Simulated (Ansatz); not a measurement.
## Strain response of ZnS

Method: Ansatz, DFT PBE, scalar-relativistic, plane waves, PAW. Settings: 420 eV cutoff, 12×12×4 k-mesh, Gaussian smearing of 0.02 eV, no spin polarisation.

Reference structure (relaxed):

```xyz
4
Lattice="3.8441 0.0000 0.0000 -1.9220 3.3291 0.0000 0.0000 0.0000 6.3046" Properties=species:S:1:pos:R:3 pbc="T T T"
Zn    0.0000    2.2194    0.0017
Zn    1.9220    1.1097    3.1540
S     0.0000    2.2194    2.3626
S     1.9220    1.1097    5.5149
```

Deformation: all cell vectors scaled alike, the atoms relaxed, all within the symmetry that the strain leaves. Energies are extrapolated to zero smearing. Stress is positive in compression, on the Cartesian axes of the cell above. Gaps are Kohn–Sham gaps over the whole zone.

| strain (%) | ΔE (meV/atom) | a (Å) | b (Å) | c (Å) | σxx (GPa) | σyy (GPa) | σzz (GPa) | gap (eV) |
| --- | --- | --- | --- | --- | --- | --- | --- | --- |
| -3.0 | 39.8 | 3.729 | 3.729 | 6.115 | 7.72 | 7.72 | 7.98 | 2.50 |
| -2.0 | 17.2 | 3.767 | 3.767 | 6.179 | 4.79 | 4.79 | 4.98 | 2.35 |
| -1.0 | 4.2 | 3.806 | 3.806 | 6.242 | 2.27 | 2.27 | 2.31 | 2.22 |
| +0.0 | 0.0 | 3.844 | 3.844 | 6.305 | 0.05 | 0.05 | 0.04 | 2.08 |
| +1.0 | 3.6 | 3.883 | 3.883 | 6.368 | -1.88 | -1.88 | -1.92 | 1.95 |
| +2.0 | 14.3 | 3.921 | 3.921 | 6.431 | -3.53 | -3.53 | -3.65 | 1.82 |
| +3.0 | 31.4 | 3.959 | 3.959 | 6.494 | -4.96 | -4.96 | -5.09 | 1.70 |